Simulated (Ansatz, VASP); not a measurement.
**Two plane-wave programs on CdSe**

File INCAR:

```
SYSTEM = CdSe
PREC = Accurate ; ENCUT = 600
EDIFF = 1E-7 ; ISMEAR = -1
SIGMA = 0.05 ; LREAL = .FALSE.
LASPH = .TRUE. ; NELM = 100
ALGO = Normal ; ISIF = 3
LWAVE = .FALSE. ; LCHARG = .FALSE.
GGA = B5 ; ALDAX = 1.0
AGGAX = 1.0 ; AGGAC = 1.0
ALDAC = 0.0 ; IBRION = 2
NSW = 60 ; EDIFFG = -0.01
```

Contents of KPOINTS:

```
regular mesh
0
G
  8 8 8
  0 0 0
```

Contents of POSCAR:

```
CdSe
1.0
    0.0000000000      3.0702711986      3.0702711986
    3.0702711986      0.0000000000      3.0702711986
    3.0702711986      3.0702711986      0.0000000000
Cd Se
1 1
Direct
    0.0000000000      0.0000000000      0.0000000000
    0.2500000000      0.2500000000      0.2500000000
```

input.yaml

```yaml
crystal:
  lattice:
    - [0.0, 3.0702711986, 3.0702711986]
    - [3.0702711986, 0.0, 3.0702711986]
    - [3.0702711986, 3.0702711986, 0.0]
  atoms:
    - { symbol: Cd, position: [0.0, 0.0, 0.0] }
    - { symbol: Se, position: [0.25, 0.25, 0.25] }
hamiltonian:
  xc: blyp
  pseudopotentials: { kind: paw }
kpoints:
  mp_grid: { grid: [8, 8, 8] }
scf:
  occupations: { method: fermi_dirac, width: 0.05 }
output:
  forces: true
  stress: true
relax:
  f_tol: 0.01
  max_steps: 40
  cell: { stress_tol: 0.05 }
```

Measurements of this composition are mostly on another form, of space group No. 186.

Alike in both runs: task relaxation of cell and atoms; functional BLYP; k mesh 8 × 8 × 8; occupations fermi-dirac, width 0.05 eV; no spin polarisation.

|  | VASP | Ansatz |
| --- | --- | --- |
| version | VASP 6.6.1 | Ansatz 0.2.0 |
| potentials or method | VASP PAW PBE potentials, release 64 (Cd, Se) | Ansatz PAW |
| plane-wave cutoff (eV) | 600 | 420 |
| valence electrons in the cell | 18 | 36 |

Ansatz gave:

| Quantity | Value |
| --- | --- |
| relaxed volume (Å³/atom) | 31.54 |
| relaxed cell length with the largest relative difference (Å) | 4.468 |
| energy change over the relaxation (meV/atom) | -30 |

Problem. Estimate VASP's values.

Solution. Relaxed volume (Å³/atom): 31.72; relaxed cell length with the largest relative difference (Å): 4.477; energy change over the relaxation (meV/atom): -35.

The two sets of potentials don't hold the same shells in valence.

Caveats: the PAW data sets were made with another functional, which shifts forces and pressure a little (VASP); the plane-wave basis is chosen anew once the cell has moved, so the energies of steps on either side of that aren't comparable (Ansatz); the PAW data sets come from PBE, with cores solved anew for the run's functional, which leaves a small shift of forces and pressure (Ansatz).
